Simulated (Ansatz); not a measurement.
MgTe, one cell by several methods

```
Mg Te
1.0
     4.59975    0.00000    0.00000
    -2.29987    3.98350    0.00000
     0.00000    0.00000    7.49231
Mg Te
2 2
Direct
  0.33333 0.66667 0.00000
  0.66667 0.33333 0.50000
  0.33333 0.66667 0.37000
  0.66667 0.33333 0.87000
```

Atom numbers follow the list: Mg1, Mg2, Te3, Te4.

The cell is COD entry 1538744, as deposited and not checked against the literature; nothing was relaxed. The listed cell was then made from it by scaling, straining or moving an atom.

Spin–orbit coupling is left out, though it moves levels of the heavy atoms by tenths of an eV or more.

All numbers are computed: DFT, PBEsol, PAW with Ansatz's default frozen-core files, scalar-relativistic (Ansatz 0.2.0); DFT, PBEsol, all-electron PAW with datasets made for the crystal, scalar-relativistic (Ansatz 0.2.0); DFT, PBEsol, all-electron LAPW, scalar-relativistic (Ansatz 0.2.0).

For PAW: a Γ-centred 10×10×6 k mesh, Fermi–Dirac smearing of 0.05 eV, cutoff 420 eV, no spin polarisation; the PAW files were made with PBE, and the program remakes their frozen cores for this functional. The crystal-made all-electron datasets (AE datasets) take a cutoff of 220 eV at this cell. LAPW targets a basis error of 1 meV/atom. The Ansatz runs share mesh, smearing and spin set-up. Plane-wave (PAW) pressures include the program's estimate of the Pulay term.

Stress and pressure are positive in compression.

The change that made this cell: volume scaled by 1.04.

```csv
quantity,PAW,AE datasets,LAPW
pressure (GPa),-0.92,-0.93,-0.93
stress xx (GPa),-1.22,-1.23,-1.22
stress zz (GPa),-0.33,-0.34,-0.34
"force on Mg1, z (eV/Å)",-0.193,-0.193,-0.193
"force on Te3, z (eV/Å)",0.193,0.193,0.193
band gap (eV),2.245,2.246,2.246
```
